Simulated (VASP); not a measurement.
**Te2Pt: relaxation of cell and atoms with LDA**

Slab: Te2Pt, a slab with vacuum.

```
CELL_PARAMETERS angstrom
3.93792 0.00000 0.00000
-1.96896 3.41034 0.00000
0.00000 0.00000 20.60050
ATOMIC_POSITIONS crystal
Te 0.66667 0.33333 0.43315
Te 0.33333 0.66667 0.56685
Pt 0.00000 0.00000 0.50000
```

* Program: VASP 6.6.1
* Task: relaxation of cell and atoms
* Functional: LDA
* Potentials or basis: VASP PAW LDA potentials, release 64 (Te, Pt)
* Cutoff: 600 eV
* k mesh: 9 × 9 × 1
* Occupations: gaussian, width 0.03 eV
* Spin: no spin polarisation
* Further INCAR settings: ALGO = Normal; EDIFF = 1e-07; IBRION = 2; EDIFFG = -0.005; NSW = 90; ISIF = 3

```yaml
Relaxed_volume: 92.29 Å³/atom
Relaxed_cell: a = 3.940 Å, b = 3.940 Å, c = 20.601 Å, α = 90.00°, β = 90.00°, γ = 120.00°
Space_group_after_relaxing_to_0.05_Å: P-3m1 (No. 164)
Energy_gained_by_relaxing: 0.0 meV/atom
Ionic_steps: 5
Band_gap_on_the_k_mesh: 0.68 eV, indirect (least direct gap 1.09 eV)
```

Final structure:
```xyz
3
Lattice="3.9395 0.0000 0.0000 -1.9698 3.4117 0.0000 0.0000 0.0000 20.6005" Properties=species:S:1:pos:R:3 pbc="T T T"
Te    1.9698    1.1372    8.9246
Te    0.0000    2.2745   11.6759
Pt   -1.9698    3.4117   10.3003
```

Levels at points of the mesh, in eV from the valence-band top:
```tsv
k point	band 9	band 10	band 11	band 12	band 13	band 14
(0.00, 0.00, 0.00)	-0.82	0.00	0.00	2.47	2.47	3.88
```

It took 110 s on 1 thread of Intel(R) Xeon(R) 6975P-C (Granite Rapids), with other jobs on the host, peak memory 0.37 GiB.

Caveat: spin-orbit coupling is left out, which moves the levels of the heavy elements.
